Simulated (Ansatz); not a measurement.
Relaxed GeTe (alpha-GeTe type, space group R3m):

```yaml
crystal:
  lattice:
    - [4.22663, 2.44024, 7.27983]
    - [-2.11331, 1.22012, 3.63992]
    - [0.00000, -2.44024, 3.63992]
  atoms:
    - { symbol: Ge, position: [0.11712, 0.23423, 0.23423] }
    - { symbol: Ge, position: [0.61712, 0.23423, 0.23423] }
    - { symbol: Te, position: [0.38288, 0.76577, 0.76577] }
    - { symbol: Te, position: [0.88288, 0.76577, 0.76577] }
```

A phonon eigenvector at L = (0.5, 0.0, 0.0) is frozen into this cell: atom i moves by Q times the vector below, so Q is the largest atomic displacement, in Å. The cell is held. (q is in reciprocal vectors of the primitive cell; the cell shown is doubled to hold the pattern.)

| atom | x | y | z |
|---|---|---|---|
| Ge1 | -0.500 | 0.866 | 0.000 |
| Ge2 | 0.500 | -0.866 | 0.000 |
| Te3 | 0.422 | -0.731 | 0.000 |
| Te4 | -0.422 | 0.731 | 0.000 |

The numbers are results of PBE (plane waves to 420 eV, PAW, scalar-relativistic; Ansatz, an electronic-structure program), not measurements. k mesh 5×10×10 (Γ-centred), Fermi-Dirac smearing 0.05 eV. E stands for the smeared free energy. GeTe was relaxed with its symmetry unable to fall. Spin-orbit coupling is left out, though Te is heavy. ΔE is measured from the undisplaced structure.

```json
[
 {"Q (Å)": "-0.180", "ΔE (meV/cell)": "101.5"},
 {"Q (Å)": "-0.120", "ΔE (meV/cell)": "45.4"},
 {"Q (Å)": "-0.060", "ΔE (meV/cell)": "11.4"},
 {"Q (Å)": "0.000", "ΔE (meV/cell)": "0.0"},
 {"Q (Å)": "0.060", "ΔE (meV/cell)": "11.4"},
 {"Q (Å)": "0.120", "ΔE (meV/cell)": "45.4"},
 {"Q (Å)": "0.180", "ΔE (meV/cell)": "101.5"}
]
```

**Question.** Which DFPT wavenumber at L = (0.5, 0.0, 0.0) belongs to this mode?
A. 73 cm⁻¹
B. 89 cm⁻¹
C. 169 cm⁻¹
D. 132 cm⁻¹

**Answer.** A, 73 cm⁻¹. The curvature of the scan gives 73 cm⁻¹

(A displaced cell: forces are minus the slopes of the energy, force constants its curvatures, and phonons follow from these.)
